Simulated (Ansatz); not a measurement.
SnO2:

```xyz
3
Lattice="1.6171 0.9336 4.8006 -1.6171 0.9336 4.8006 0.0000 -1.8673 4.8006" Properties=species:S:1:pos:R:3 pbc="T T T"
Sn    0.0000    0.0000    7.2009
O     0.0000    0.0000   10.9861
O     0.0000    0.0000    3.4157
```

Measurements of this composition are mostly on another form, of space group No. 136.

- Program: Ansatz 0.2.0
- Task: relaxation of cell and atoms
- Functional: revPBE
- Dispersion: D4
- Potentials or basis: Ansatz PAW
- Cutoff: 420 eV (not typed: the program's choice for these potentials)
- k mesh: 10 × 10 × 10
- Occupations: fermi-dirac, width 0.05 eV
- Spin: no spin polarisation

At the start: volume 14.50 Å³/atom.

Q: Where does the relaxation end?

A: It ends after 13 steps and the volume is 12.60 Å³/atom (-13.1 %); space group R-3m (No. 166, to 0.05 Å).

Step by step:
```
step  energy change (eV)  largest force (eV/Å)  volume (Å³)
   1              0.0000                0.0394        43.49
   2             -0.0512                0.0980        40.59
   3             -0.0829                0.0005        38.87
   4             -0.0912                0.0467        37.95
   5             -0.0896                0.0420        38.37
   6             -0.0901                0.0043        38.29
   7             -0.0902                0.0003        38.27
   8             -0.0811                0.0027        38.27
   9             -0.0841                0.0011        37.83
  10             -0.0840                0.0002        37.86
  11             -0.0822                0.0003        37.86
  12             -0.0825                0.0004        37.79
  13             -0.0822                0.0004        37.79
```

Final structure:
```
Sn O
1.0
     1.62062    0.93567    4.15389
    -1.62062    0.93567    4.15389
     0.00000   -1.87133    4.15389
Sn O
1 2
Direct
  0.50000 0.50000 0.50000
  0.75418 0.75418 0.75418
  0.24582 0.24582 0.24582
```

Caveat: the plane-wave basis is chosen anew once the cell has moved, so the energies of steps on either side of that aren't comparable; the pressure holds a Pulay correction of +0.8 GPa for the finite cutoff; the PAW data sets come from PBE, with cores solved anew for the run's functional, which leaves a small shift of forces and pressure.
